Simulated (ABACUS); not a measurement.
# Sn (Fd-3m) in ABACUS: a series of runs

The runs below take Sn through equation of state, with PBEsol+D3(BJ).

Program: ABACUS 3.10.1. These are calculated values, not measurements. Logs are shortened: lines on timing, memory, paths and dates and some standing lists are left out, and cuts for length are marked.

**1. Starting point**

The structure is cubic, space group Fd-3m (No. 227). The conventional cell has a = 6.467 Å, b = 6.467 Å, c = 6.467 Å, α = 90.00°, β = 90.00°, γ = 90.00°. Sn (site symmetry -43m) is surrounded by 4 Sn at 2.80 Å.

This isn't the form of Sn at room conditions, which is tetragonal (white tin).

**2. Equation of state, PBEsol+D3(BJ), 31.77 Å³/atom (volume scaled by 0.94)**

Contents of INPUT:

```
INPUT_PARAMETERS
suffix              Sn
calculation         scf
basis_type          pw
pseudo_dir          ./
latname             fcc
symmetry            1
dft_functional      pbesol
ecutwfc             73
pseudo_rcut         7
nspin               1
nbands              18
ks_solver           dav
smearing_method     fd
smearing_sigma      0.00367493
scf_thr             1e-08
scf_nmax            100
mixing_type         broyden
mixing_beta         0.7
cal_force           1
cal_stress          1
vdw_method          d3_bj
kpar                4
```

Contents of STRU:

```
ATOMIC_SPECIES
Sn 118.7100 Sn.upf

LATTICE_CONSTANT
11.9708015627

ATOMIC_POSITIONS
Direct

Sn
0.0
2
0.2500000000 0.2500000000 0.2500000000 1 1 1
0.5000000000 0.5000000000 0.5000000000 1 1 1
```

Contents of KPT:

```
K_POINTS
0
Gamma
5 5 5 0 0 0
```

Potentials or basis: PseudoDojo NC SR 0.4.1 PBE standard, plane waves.

Started as:

```bash
> OMP_NUM_THREADS=1 mpirun -np 4 abacus > log
```

running log:

```text
ABACUS v3.10.1

               Atomic-orbital Based Ab-initio Computation at UStc

 ------------------------------------------------------------------------------------

 READING GENERAL INFORMATION
                           global_out_dir = OUT.Sn/
                           global_in_card = INPUT
                               pseudo_dir = ./
                              orbital_dir =
                                    DSIZE = 4
                                    GSIZE = 1

 READING UNITCELL INFORMATION
                                    ntype = 1
                  lattice constant (Bohr) = 11.9708
              lattice constant (Angstrom) = 6.33467

 READING ATOM TYPE 1
                               atom label = Sn
                      L=0, number of zeta = 1
                      L=1, number of zeta = 1
                      L=2, number of zeta = 1
             number of atom for this type = 2

                        TOTAL ATOM NUMBER = 2
DIRECT COORDINATES
    atom                   x                   y                   z     mag                  vx                  vy                  vz
taud_Sn1            0.2500000000        0.2500000000        0.2500000000  0.0000        0.0000000000        0.0000000000        0.0000000000
taud_Sn2            0.5000000000        0.5000000000        0.5000000000  0.0000        0.0000000000        0.0000000000        0.0000000000

                          Volume (Bohr^3) = 428.854
                             Volume (A^3) = 63.5496

 Lattice vectors: (Cartesian coordinate: in unit of a_0)
                 -0.5                  +0                +0.5
                   +0                +0.5                +0.5
                 -0.5                +0.5                  +0
 Reciprocal vectors: (Cartesian coordinate: in unit of 2 pi/a_0)
                   -1                  -1                  +1
                   +1                  +1                  +1
                   -1                  +1                  -1
 The esolver type has been set to : ksdft_pw

                PAO radial cut off (Bohr) = 7

 Read in pseudopotential file is Sn.upf
                     pseudopotential type = NC
          exchange-correlation functional = PBE
                 nonlocal core correction = 1
                        valence electrons = 14
                                     lmax = 2
                           number of zeta = 3
                     number of projectors = 6
                           L of projector = 0
                           L of projector = 0
                           L of projector = 1
                           L of projector = 1
                           L of projector = 2
                           L of projector = 2
 XC functional updated to : pbesol
          exchange-correlation functional = PBESOL
     initial pseudo atomic orbital number = 18

 SETUP THE ELECTRONS NUMBER
            electron number of element Sn = 14
      total electron number of element Sn = 28
            AUTOSET number of electrons:  = 28
                           occupied bands = 14
                                   NBANDS = 18
                                   NLOCAL = 18

%%%%%%%%%%%%%%%%%%%%%%%%%%%%%%%%%%%%%%%%%%%%%%%%%%%%%%%%%%%%%%%%%%%%%%%%%%%%%%%%%%%%%%%%%%%%%%%%%%%%%%%%%%
 Warning: the number of valence electrons in pseudopotential > 4 for Sn: [Kr] 4d10 5s2 5p2
 Pseudopotentials with additional electrons can yield (more) accurate outcomes, but may be less efficient.
 If you're confident that your chosen pseudopotential is appropriate, you can safely ignore this warning.
%%%%%%%%%%%%%%%%%%%%%%%%%%%%%%%%%%%%%%%%%%%%%%%%%%%%%%%%%%%%%%%%%%%%%%%%%%%%%%%%%%%%%%%%%%%%%%%%%%%%%%%%%%

 SETUP THE PLANE WAVE BASIS
 energy cutoff for charge/potential (unit:Ry) = 292
            fft grid for charge/potential = [ 48, 48, 48 ]
                        fft grid division = [ 1, 1, 1 ]
        big fft grid for charge/potential = [ 48, 48, 48 ]
                                     nbxx = 110592
                                     nrxx = 110592

 SETUP PLANE WAVES FOR CHARGE/POTENTIAL
                    number of plane waves = 35989
                         number of sticks = 1429

 PARALLEL PW FOR CHARGE/POTENTIAL
     PROC   COLUMNS(POT)             PW
        1           1429          35989
 --------------- sum -------------------
        1           1429          35989
                            number of |g| = 355
                                  max |g| = 1059
                                  min |g| = 0

----------- Double Check Mixing Parameters Begin ------------
mixing_type: broyden
mixing_beta: 0.7
mixing_gg0: 1
mixing_gg0_min: 0.1
mixing_ndim: 8
----------- Double Check Mixing Parameters End ------------

 LATTICE VECTORS: (CARTESIAN COORDINATE: IN UNIT OF A0)
                 -0.5                  +0                +0.5
[... 41 lines left out ...]
                     BRAVAIS LATTICE NAME = 02. Cubic I (body-centered)
                                    ibrav = 2
                       right hand lattice = 1
(for k-lattice: )
                             BRAVAIS TYPE = 2
                     BRAVAIS LATTICE NAME = 02. Cubic I (body-centered)
                                    ibrav = 2
                       right hand lattice = 1
                        ROTATION MATRICES = 48
                               nkstot_ibz = 10
K-POINTS REDUCTION ACCORDING TO SYMMETRY
     IBZ    DIRECT_X    DIRECT_Y    DIRECT_Z  WEIGHT  ibz2bz
       1  0.00000000  0.00000000  0.00000000  0.0080       0
       2  0.20000000  0.20000000  0.20000000  0.0640       1
       3  0.40000000  0.40000000  0.40000000  0.0640       2
       4  0.20000000  0.20000000  0.00000000  0.0480       6
       5  0.40000000  0.40000000  0.20000000  0.1920       7
       6 -0.40000000  0.40000000  0.40000000  0.1920       8
       7  0.40000000  0.20000000  0.20000000  0.0960       9
       8  0.40000000  0.40000000  0.00000000  0.0480      12
       9 -0.20000000  0.40000000  0.40000000  0.0960      13
      10 -0.40000000  0.40000000  0.20000000  0.1920      38

                               nkstot now = 10
[... K-POINTS DIRECT COORDINATES: 10 rows ...]

           k-point number in this process = 3
       minimum distributed K point number = 2
[... stars of the k points ...]

[... K-POINTS CARTESIAN COORDINATES: 3 rows ...]

[... K-POINTS DIRECT COORDINATES: 3 rows ...]

 SETUP PLANE WAVES FOR WAVE FUNCTIONS
     energy cutoff for wavefunc (unit:Ry) = 73
              fft grid for wave functions = [ 48, 48, 48 ]
                    number of plane waves = 5065
                         number of sticks = 385

 PARALLEL PW FOR WAVE FUNCTIONS
     PROC   COLUMNS(POT)             PW
        1            385           5065
 --------------- sum -------------------
        1            385           5065

 SETUP NONLOCAL PSEUDOPOTENTIALS IN PLANE WAVE BASIS
 Sn non-local projectors:
 projector 1 L=0
 projector 2 L=0
 projector 3 L=1
 projector 4 L=1
 projector 5 L=2
 projector 6 L=2
      TOTAL NUMBER OF NONLOCAL PROJECTORS = 36

 Init Non-Local PseudoPotential table :
 Init Non-Local-Pseudopotential done.

                                     npwx = 4573

 Make real space PAO into reciprocal space.
       max mesh points in Pseudopotential = 701
     dq(describe PAO in reciprocal space) = 0.01
                                    max q = 1030

 number of pseudo atomic orbitals for Sn is 3
WARNING: norm of atomic wavefunction # 2 of atomic type Sn is 0.999783, renormalized
WARNING: norm of atomic wavefunction # 3 of atomic type Sn is 0.992073, renormalized

 -------------------------------------------
 SELF-CONSISTENT
 -------------------------------------------

DFT-D3 Dispersion correction parameters autoset
----------------------------------
 Parameters  Original   Autoset
----------------------------------
         s6    default     1.0000
         s8    default     2.9491
         a1    default     0.4466
         a2    default     6.1742
----------------------------------
XC functional: pbesol
                                 init_chg = atomic

 PW ALGORITHM --------------- ION=   1  ELEC=   1--------------------------------

 Notice: Threshold on eigenvalues was too large.
 hsover_error=0.28 > DRHO=0.0356996
 Origin diag ethr = 0.01
 New diag ethr = 0.000127499

 Density error is 0.03709253589
                          Error Threshold = 0.000127498545564
----------------------------------------------------------
     Energy           Rydberg                 eV
----------------------------------------------------------
 E_KohnSham     -314.4608651476      -4278.4595640171
 E_Harris       -315.0849438952      -4286.9505909851
 E_Fermi        0.6485229179         8.8236069668
----------------------------------------------------------
[... 63 lines left out ...]
 Density error is 6.40247077576e-09
                          Error Threshold = 1.77796022257e-09
----------------------------------------------------------
     Energy           Rydberg                 eV
----------------------------------------------------------
 E_KohnSham     -314.4637259114      -4278.4984867049
 E_KS(sigma->0) -314.4635779931      -4278.4964741729
 E_Harris       -314.4641420938      -4278.5041491571
 E_band         -16.2210829426       -220.6991557505
 E_one_elec     -135.2613464975      -1840.3250315186
 E_Hartree      84.6392552472        1151.5761458385
 E_xc           -87.3939404779       -1189.0555611720
 E_Ewald        -176.3979481447      -2400.0172102769
 E_entropy(-TS) -0.0002958366        -0.0040250641
 E_descf        0.0000000000         0.0000000000
 E_vdwD3        -0.0494502018        -0.6728045118
 E_exx          0.0000000000         0.0000000000
 E_Fermi        0.6603872252         8.9850291497
----------------------------------------------------------

 charge density convergence is achieved
 final etot is -4278.4984867 eV
 EFERMI = 8.9850291497 eV

 STATE ENERGY(eV) AND OCCUPATIONS    NSPIN == 1
 1/3 kpoint (Cartesian) = 0.0000 0.0000 0.0000 (4573 pws)
       1       -12.8794      0.0160000
       2       -12.8794      0.0160000
       3       -12.8794      0.0160000
       4       -12.8084      0.0160000
       5       -12.8084      0.0160000
       6       -12.4320      0.0160000
[... 39 lines left out ...]
       6       -12.4970       0.128000
[... 10 lines left out ...]
      17        12.1808    2.23278e-29
      18        14.5418    6.94676e-50

------------------------------------------------------------------------------------------
 TOTAL-FORCE (eV/Angstrom)
------------------------------------------------------------------------------------------
                       Sn1         0.0000000000         0.0000000000         0.0000000000
                       Sn2         0.0000000000         0.0000000000         0.0000000000
------------------------------------------------------------------------------------------

----------------------------------------------------------------
 TOTAL-STRESS (KBAR)
----------------------------------------------------------------
        38.5623515729         0.0000000000         0.0000000000
         0.0000000000        38.5623515729         0.0000000000
         0.0000000000         0.0000000000        38.5623515729
----------------------------------------------------------------
 TOTAL-PRESSURE: 38.562352 KBAR

 --------------------------------------------
 !FINAL_ETOT_IS -4278.4984867049315653 eV
 --------------------------------------------
```

It took 2.2 s on 4 MPI ranks of AMD EPYC 9R45 (Zen 5), shared host; peak memory 0.4 GiB.

Results:

- Free energy: -4278.4985 eV
- Pressure: 3.9 GPa
- Band gap on the k mesh: none (metal or under the smearing width)
- Dispersion energy per atom: -0.336 eV

Caveat: the potentials were made for another functional, which shifts forces and pressure; pairwise dispersion overbinds metals, which lowers pressure and volume.

**3. Equation of state, PBEsol+D3(BJ), 33.13 Å³/atom (volume scaled by 0.98)**

INPUT is that of step 2.

STRU, as its differences from that of step 2:

```diff
@@ -4,3 +4,3 @@
 LATTICE_CONSTANT
-11.9708015627
+12.1382470474
```

KPT is that of step 2.

Potentials or basis: PseudoDojo NC SR 0.4.1 PBE standard, plane waves.

Started as:

```bash
> OMP_NUM_THREADS=1 mpirun -np 4 abacus > log
```

Run time: 2.2 s. Hardware: 4 MPI ranks of AMD EPYC 9R45 (Zen 5), shared host; peak memory 0.4 GiB.

The run converged. Its results:

* Free energy: -4278.5433 eV
* Pressure: 1.5 GPa
* Band gap on the k mesh: none (metal or under the smearing width)
* Dispersion energy per atom: -0.323 eV

Caveat: the potentials were made for another functional, which shifts forces and pressure; pairwise dispersion overbinds metals, which lowers pressure and volume.

**4. Equation of state, PBEsol+D3(BJ), 34.48 Å³/atom (volume scaled by 1.02)**

INPUT is that of step 3.

STRU, as its differences from that of step 3:

```diff
@@ -4,3 +4,3 @@
 LATTICE_CONSTANT
-12.1382470474
+12.3011959821
```

KPT is that of step 3.

Started as:

```bash
> OMP_NUM_THREADS=1 mpirun -np 4 abacus > log
```

It took 2.3 s on 4 MPI ranks of AMD EPYC 9R45 (Zen 5), shared host; peak memory 0.4 GiB.

It converged, with:

```
Free energy                : -4278.5523 eV
Pressure                   : -0.4 GPa
Band gap on the k mesh     : none (metal or under the smearing width)
Dispersion energy per atom : -0.311 eV
```

Caveat: the potentials were made for another functional, which shifts forces and pressure; pairwise dispersion overbinds metals, which lowers pressure and volume.

**5. Equation of state, PBEsol+D3(BJ), 35.83 Å³/atom (volume scaled by 1.06)**

INPUT is that of step 4.

STRU, as its differences from that of step 4:

```diff
@@ -4,3 +4,3 @@
 LATTICE_CONSTANT
-12.3011959821
+12.4599386001
```

KPT is that of step 4.

Started as:

```bash
> OMP_NUM_THREADS=1 mpirun -np 4 abacus > log
```

Run time: 2.2 s. Hardware: 4 MPI ranks of AMD EPYC 9R45 (Zen 5), shared host; peak memory 0.4 GiB.

It converged, with:

```
Free energy                : -4278.5326 eV
Pressure                   : -1.9 GPa
Band gap on the k mesh     : none (metal or under the smearing width)
Dispersion energy per atom : -0.300 eV
```

Caveat: the potentials were made for another functional, which shifts forces and pressure; pairwise dispersion overbinds metals, which lowers pressure and volume.

**6. Equation of state, PBEsol+D3(BJ)**

Potentials or basis: PseudoDojo NC SR 0.4.1 PBE standard, plane waves.

No new run: the results of the series are fitted here.

What came out:

```yaml
Equilibrium_volume: 34.18 Å³/atom
Bulk_modulus: 45 GPa
Pressure_derivative_of_the_bulk_modulus: "4.7 (rough: it moves with the points fitted)"
```

Energy against volume, from the lowest point:
| volume (Å³/atom) | energy (meV/atom) |
| --- | --- |
| 31.775 | 26.90 |
| 33.127 | 4.47 |
| 34.479 | 0.00 |
| 35.831 | 9.83 |

Caveat: the potentials were made for another functional, which shifts forces and pressure.
